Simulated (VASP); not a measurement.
**AgCl (Chlorargyrite): relaxation of the atoms with LDA**

Crystal: AgCl (Chlorargyrite).

```xyz
2
Lattice="0.0000 2.6601 2.6601 2.6601 0.0000 2.6601 2.6601 2.6601 0.0000" Properties=species:S:1:pos:R:3 pbc="T T T"
Ag    0.0000    0.0000    0.0000
Cl    2.6601    2.6601    2.6601
```

The cell isn't the ideal one: a relaxed cell with its volume scaled by 0.98.

| Quantity | Value |
| --- | --- |
| Program | VASP 6.6.1 |
| Task | relaxation of the atoms |
| Functional | LDA |
| Potentials or basis | VASP PAW LDA potentials, release 64 (Ag, Cl) |
| Cutoff | 600 eV |
| k mesh | 8 × 8 × 8 |
| Occupations | gaussian, width 0.03 eV |
| Spin | no spin polarisation |
| Further INCAR settings | ALGO = Normal; EDIFF = 1e-07; IBRION = 2; EDIFFG = -0.01; NSW = 40 |

```json
{
 "Pressure after relaxing": "1.4 GPa",
 "Band gap on the k mesh": "0.66 eV, indirect (least direct gap 3.45 eV)"
}
```

Final structure:
```cif
data_structure
_symmetry_space_group_name_H-M 'P 1'
_symmetry_Int_Tables_number 1
_cell_length_a 3.7620
_cell_length_b 3.7620
_cell_length_c 3.7620
_cell_angle_alpha 60.000
_cell_angle_beta 60.000
_cell_angle_gamma 60.000
_cell_volume 37.65
loop_
_atom_site_label
_atom_site_type_symbol
_atom_site_fract_x
_atom_site_fract_y
_atom_site_fract_z
_atom_site_occupancy
Ag1 Ag 0.00000 0.00000 0.00000 1
Cl1 Cl 0.50000 0.50000 0.50000 1
```

Levels at points of the mesh, in eV from the valence-band top:
```
           k point  band 5  band 6  band 7  band 8  band 9  band 10  band 11  band 12  band 13
(0.00, 0.00, 0.00)   -3.06   -3.06   -2.84   -2.84   -2.84     0.66    10.70    10.70    10.70
(0.50, 0.00, 0.00)   -2.59   -2.59   -2.20    0.00    0.00     3.61     7.07     7.19     7.19
(0.50, 0.50, 0.00)   -3.58   -2.80   -2.43   -2.43   -2.24     1.90     7.69     8.82    11.89
```

Wall time 8.1 s on 1 thread of AMD EPYC 9R45 96-Core Processor (Zen 5) (shared host), peak memory 0.13 GiB.

Caveat: the relaxation stopped at its first step, so nothing moved. A k mesh can miss the band edges.
